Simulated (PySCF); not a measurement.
Isomers of C3H6O, one GFN2-xTB conformer each. Single-point energies are computed at PBE0/pcSseg-1 (PySCF, gas phase, no added dispersion term), electronic only.

```
     SMILES  GFN2-xTB relative energy (kcal/mol)
      CCC=O                                  8.7
    CC(C)=O                                  0.0
      C=CCO                                 22.8
C[C@@H]1CO1                                 10.8
     OC1CC1                                 14.6
```

Conformers: `[CH3:1][CH2:2][CH:3]=[O:4]` with C1–C2–C3–O4 0°; `[CH2:1]=[CH:2][CH2:3][OH:4]` with C1–C2–C3–O4 133°, C2–C3–O4–H -58°; `[OH:1][CH:2]1[CH2:3][CH2:4]1` with H–O1–C2–C3 -36°.

Task: What does PBE0/pcSseg-1 give for the same structures?

Result: 
```csv
SMILES,PBE0/pcSseg-1 E (Eh),PBE0/pcSseg-1 (kcal/mol),GFN2-xTB (kcal/mol),point group
CC(C)=O,-192.90697,0.0,0.0,near C2
CCC=O,-192.89667,6.5,8.7,Cs
C=CCO,-192.86747,24.8,22.8,C1
C[C@@H]1CO1,-192.86283,27.7,10.8,C1
OC1CC1,-192.86183,28.3,14.6,Cs
```

Both levels put the same isomer lowest; measured from each level's own lowest isomer, the values differ by up to 16.9 kcal/mol (C[C@@H]1CO1: 10.8 against 27.7). As drawn, the lowest has a C=O bond, which the highest lacks; the highest has a three-membered ring and an O–H bond, which the lowest lacks. Neighbours under 2.5 kcal/mol apart (C[C@@H]1CO1 and OC1CC1) can change places with a better method, another conformer or zero-point energy.

Task: Which frontier levels, dipoles and rotational constants go with these structures?

Result: 
| SMILES | HOMO (eV, PBE0/pcSseg-1) | LUMO (eV) | dipole (D) | A, B, C (MHz) |
| --- | --- | --- | --- | --- |
| CC(C)=O | -7.22 | -0.26 | 2.99 | 10064, 8765, 4972 |
| CCC=O | -7.43 | -0.50 | 2.69 | 16836, 5956, 4652 |
| C=CCO | -7.64 | 0.05 | 1.55 | 28031, 4299, 4137 |
| C[C@@H]1CO1 | -7.73 | 1.78 | 1.96 | 18715, 6706, 6015 |
| OC1CC1 | -7.02 | 1.40 | 1.53 | 16966, 6792, 5960 |
